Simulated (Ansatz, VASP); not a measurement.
## ZnAu in VASP and in Ansatz

```xyz
2
Lattice="3.1470 0.0000 0.0000 0.0000 3.1470 0.0000 0.0000 0.0000 3.1470" Properties=species:S:1:pos:R:3 pbc="T T T"
Au    0.0000    0.0000    0.0000
Zn    1.5735    1.5735    1.5735
```

Alike in both runs: task single point; functional RPBE; k mesh 8 × 8 × 8; occupations gaussian, width 0.1 eV; no spin polarisation.

|  | VASP | Ansatz |
| --- | --- | --- |
| version | VASP 6.6.1 | Ansatz 0.2.0 |
| potentials or method | VASP PAW PBE potentials, release 64 (Au, Zn), cutoff 520 eV | all-electron LAPW, scalar-relativistic |

```csv
,VASP,Ansatz,Ansatz less VASP
gap on the k mesh at the Fermi level (eV),none,none,-
pressure (GPa),9.0,9.0,-0.02
```

A gap of «none» marks a metal or a gap that the smearing closes. Ansatz ran all-electron here, so the differences hold the error of VASP's frozen core and of both bases.

Caveats: the PAW data sets were made with another functional, which shifts forces and pressure a little (VASP). The runs have no spin-orbit coupling, so splittings on Au are missing.
